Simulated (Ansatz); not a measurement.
Crystal: NiO.

```
CELL_PARAMETERS angstrom
0.00000 2.08590 2.08590
2.08590 0.00000 2.08590
2.08590 2.08590 0.00000
ATOMIC_POSITIONS crystal
Ni 0.00000 0.00000 0.00000
O 0.50000 0.50000 0.50000
```

- Program: Ansatz 0.2.0
- Task: relaxation of cell and atoms
- Functional: PBEsol
- Potentials or basis: Ansatz PAW
- Cutoff: 420 eV (not typed: the program's choice for these potentials)
- k mesh: 11 × 11 × 11
- Occupations: fermi-dirac, width 0.05 eV
- Spin: collinear spin, ferromagnetic start
- Starting moments: [1.0, 0.0] μB

At the start: volume 9.08 Å³/atom.

Problem. How do energy, volume and symmetry change on relaxing?

Solution. It ends after 7 steps and the volume is 8.73 Å³/atom (-3.9 %); space group Fm-3m (No. 225, to 0.05 Å); moment 1.28 μB per cell.

Step by step:
```tsv
step	energy change (eV)	largest force (eV/Å)	volume (Å³)
1	0.0000	0.0000	18.15
2	-0.0131	0.0000	17.83
3	-0.0199	0.0000	17.43
4	-0.0198	0.0000	17.47
5	-0.0170	0.0000	17.47
6	-0.0171	0.0000	17.45
7	-0.0170	0.0000	17.45
```

Final structure:
```cif
data_structure
_symmetry_space_group_name_H-M 'P 1'
_symmetry_Int_Tables_number 1
_cell_length_a 2.9115
_cell_length_b 2.9115
_cell_length_c 2.9115
_cell_angle_alpha 60.000
_cell_angle_beta 60.000
_cell_angle_gamma 60.000
_cell_volume 17.45
loop_
_atom_site_label
_atom_site_type_symbol
_atom_site_fract_x
_atom_site_fract_y
_atom_site_fract_z
_atom_site_occupancy
Ni1 Ni 0.00000 0.00000 0.00000 1
O1 O 0.50000 0.50000 0.50000 1
```

Caveat: the plane-wave basis is chosen anew once the cell has moved, so the energies of steps on either side of that aren't comparable; the pressure holds a Pulay correction of +0.8 GPa for the finite cutoff; a cell with one magnetic atom can't hold antiferromagnetic order, which such compounds often take; the PAW data sets come from PBE, with cores solved anew for the run's functional, which leaves a small shift of forces and pressure.
